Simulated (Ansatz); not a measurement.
The system is NbAs.

```
CELL_PARAMETERS angstrom
-1.72585 1.72585 5.84000
1.72585 -1.72585 5.84000
1.72585 1.72585 -5.84000
ATOMIC_POSITIONS crystal
Nb 0.50000 0.00000 0.50000
Nb 0.75000 0.75000 0.00000
As 0.91600 0.41600 0.50000
As 0.16600 0.16600 0.00000
```

Base run:

| Quantity | Value |
| --- | --- |
| Program | Ansatz 0.2.0 |
| Functional | PBE |
| Potentials or basis | Ansatz PAW |
| Cutoff | 420 eV (not typed: the program's choice for these potentials) |
| k mesh | 11 × 11 × 11 |
| Occupations | fermi-dirac, width 0.05 eV |
| Spin | no spin polarisation |

Its results: band gap on the k mesh none (metal or under the smearing width); pressure 3.3 GPa; largest force 0.298 eV/Å.

Task: The run is repeated on the same cell with these changes: functional from PBE to LDA. What comes out?

Result: Band gap on the k mesh none (metal or under the smearing width); pressure -5.5 GPa; largest force 0.275 eV/Å.

LDA binds more tightly than PBE, so the same cell stands under less pressure.

Caveats: the PAW data sets come from PBE, with cores solved anew for the run's functional, which leaves a small shift of forces and pressure (some runs).
